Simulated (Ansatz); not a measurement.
Crystal: AlN.

```xyz
4
Lattice="3.1130 0.0000 0.0000 -1.5565 2.6959 0.0000 0.0000 0.0000 4.9810" Properties=species:S:1:pos:R:3 pbc="T T T"
Al    1.5565    0.8986    2.4905
Al    0.0000    1.7973    0.0000
N     1.5565    0.8986    4.3833
N     0.0000    1.7973    1.8928
```

Base run:

| Property | Result |
| --- | --- |
| Program | Ansatz 0.2.0 |
| Functional | PBEsol |
| Potentials or basis | all-electron LAPW, scalar-relativistic |
| Cutoff | 346 eV |
| Density cutoff | 1383 eV |
| Basis error allowed | 0.002 eV/atom |
| k mesh | 10 × 10 × 6 |
| Occupations | fermi-dirac, width 0.05 eV |
| Spin | no spin polarisation |

Its results: band gap on the k mesh 4.14 eV, direct; pressure 0.1 GPa; largest force 0.130 eV/Å.

**Question.** After a change of settings the same cell gave: band gap on the k mesh 4.22 eV, direct; pressure 3.6 GPa; largest force 0.129 eV/Å. Which change was it?
A. potentials or basis from all-electron LAPW, scalar-relativistic to all-electron PAW datasets made for the crystal
B. functional from PBEsol to LDA
C. potentials or basis from all-electron LAPW, scalar-relativistic to all-electron LAPW, non-relativistic
D. functional from PBEsol to PBE

**Answer.** D.

PBE binds less tightly than PBEsol, so the same cell stands under more pressure.

Not every run made on this cell is shown here.
